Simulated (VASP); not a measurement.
Crystal: Sb.

```
Sb
1.0
    -1.57654    1.57654    2.71194
     1.57654   -1.57654    2.71194
     1.57654    1.57654   -2.71194
Sb
1
Direct
  0.00000 0.00000 0.00000
```

This isn't the form of Sb at room conditions, which is rhombohedral.

* Program: VASP 6.6.1
* Task: relaxation of cell and atoms
* Functional: r2SCAN50
* Potentials or basis: VASP PAW PBE potentials, release 64 (Sb)
* Cutoff: 600 eV
* k mesh: 6 × 6 × 6
* Occupations: gaussian, width 0.05 eV
* Spin: no spin polarisation

At the start: pressure -6.3 GPa; volume 26.96 Å³/atom.

Problem. How do energy, volume and symmetry change on relaxing?

Solution. Over 8 steps the energy falls by 49.6 meV/atom and the volume is 24.69 Å³/atom (-8.4 %); space group I4/mmm (No. 139, to 0.05 Å).

Step by step:
```
step  energy change (eV)  largest force (eV/Å)  pressure (GPa)  volume (Å³)
   1              0.0000                0.0000           -6.32        26.96
   2             -0.0107                0.0000            7.45        23.02
   3             -0.0477                0.0000           -0.04        24.75
   4             -0.0477                0.0000            0.07        24.71
   5             -0.0496                0.0000            0.12        24.61
   6             -0.0496                0.0000            0.13        24.62
   7             -0.0496                0.0000            0.13        24.63
   8             -0.0496                0.0000           -0.09        24.69
```

Final structure:
```cif
data_structure
_symmetry_space_group_name_H-M 'P 1'
_symmetry_Int_Tables_number 1
_cell_length_a 3.3956
_cell_length_b 3.3956
_cell_length_c 3.3956
_cell_angle_alpha 126.104
_cell_angle_beta 126.104
_cell_angle_gamma 79.717
_cell_volume 24.69
loop_
_atom_site_label
_atom_site_type_symbol
_atom_site_fract_x
_atom_site_fract_y
_atom_site_fract_z
_atom_site_occupancy
Sb1 Sb 0.00000 0.00000 0.00000 1
```

Caveat: the k mesh is coarse (spacing up to 0.47 Å⁻¹), so the values aren't converged, least of all with exact exchange; the PAW data sets were made with another functional, which shifts forces and pressure a little.
